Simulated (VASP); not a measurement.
Wanted: the native input for a VASP 6.6.1 run.

- Task: single point
- Functional: PBEsol
- Potentials or basis: VASP PAW PBE potentials, release 64 (Zr_sv, B)
- Cutoff: 520 eV
- k mesh: 10 × 10 × 8
- Occupations: fermi-dirac, width 0.05 eV
- Spin: no spin polarisation
- Ladder: free
- Further INCAR settings: ALGO = Normal; EDIFF = 1e-07; NBANDS = 16

The structure of ZrB2 lies in POSCAR:

```
ZrB2
1.0
    3.1700000000      0.0000000000      0.0000000000
   -1.5850000000      2.7453005300      0.0000000000
    0.0000000000      0.0000000000      3.5330000000
Zr B
1 2
Direct
    0.0005520000      0.0210970000     -0.0087420000
    0.6546680000      0.3300410000      0.4957830000
    0.3421360000      0.6650570000      0.5141110000
```

The cell isn't the ideal one: atoms moved at random, drawn with an rms of 0.05 Å.

One way to write it, as run:

INCAR

```
ALGO     = Normal         # electronic algorithm
EDIFF    = 1E-7           # SCF threshold, eV
ENCUT    = 520            # plane-wave cutoff, eV
GGA      = PS             # functional
ISIF     = 2              # what is computed and relaxed
ISMEAR   = -1             # smearing method
LASPH    = True           # aspherical terms in the spheres
LCHARG   = True           # write CHGCAR
LELF     = True           # ELF
LREAL    = False          # projectors in reciprocal space
LVHAR    = True         
LWAVE    = False          # write WAVECAR
NBANDS   = 16             # bands
NELM     = 80             # most SCF steps
PREC     = Accurate       # precision mode
SIGMA    = 0.05           # smearing width, eV
```

KPOINTS

```
k-points
0
Gamma
  10 10 8
```

Potentials or basis: VASP PAW PBE potentials, release 64 (Zr_sv, B).

Launch:

```sh
$ cat potpaw_PBE.64/Zr_sv/POTCAR potpaw_PBE.64/B/POTCAR > POTCAR
$ mpirun -np 1 vasp_std > vasp.out
```

It gave:

| Item | Value |
| --- | --- |
| Pressure | -2.7 GPa |
| Largest force | 1.248 eV/Å |
| Band gap on the k mesh | none (metal or under the smearing width) |

Caveat: the PAW data sets were made with another functional, which shifts forces and pressure a little.

Wall time 3 min on 1 thread of AMD EPYC 7R13 Processor (Zen 3), on a shared host, peak memory 0.27 GiB.
